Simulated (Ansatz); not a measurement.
Relaxed BaSnO3 (cubic perovskite):

```yaml
crystal:
  lattice:
    - [4.13132, 0.00000, 0.00000]
    - [0.00000, 4.13132, 0.00000]
    - [0.00000, 0.00000, 4.13132]
  atoms:
    - { symbol: Ba, position: [0.00000, 0.00000, 0.00000] }
    - { symbol: Sn, position: [0.50000, 0.50000, 0.50000] }
    - { symbol: O, position: [0.00000, 0.50000, 0.50000] }
    - { symbol: O, position: [0.50000, 0.50000, 0.00000] }
    - { symbol: O, position: [0.50000, 0.00000, 0.50000] }
```

In each cell atom 3 (O, nearest neighbour Sn at 2.066 Å; its periodic images, 4.1 Å or more away, move with it) moves by s·(0.707, 0.707, 0.000) (along Cartesian [110]), the rest being held.

Level of theory: r2SCAN (plane waves to 500 eV, PAW, scalar-relativistic; Ansatz, a program for electronic structure). k mesh 7×7×7 (Γ-centred), Fermi-Dirac smearing 0.05 eV. The energy includes the smearing's −TS. BaSnO3 was relaxed with its symmetry unable to fall. The zero of ΔE is the undisplaced structure.

**Question.** Predict the ΔE (meV/cell) at s (Å) = -0.496, -0.372, -0.248, -0.124, 0.124.

**Answer.** 
| s (Å) | ΔE (meV/cell) |
|---|---|
| -0.496 | 1632 |
| -0.372 | 878 |
| -0.248 | 375 |
| -0.124 | 91 |
| 0.124 | 91 |

(For displaced atoms, the force is minus the slope of the energy, and its curvature is a force constant, which sets phonon frequencies.)
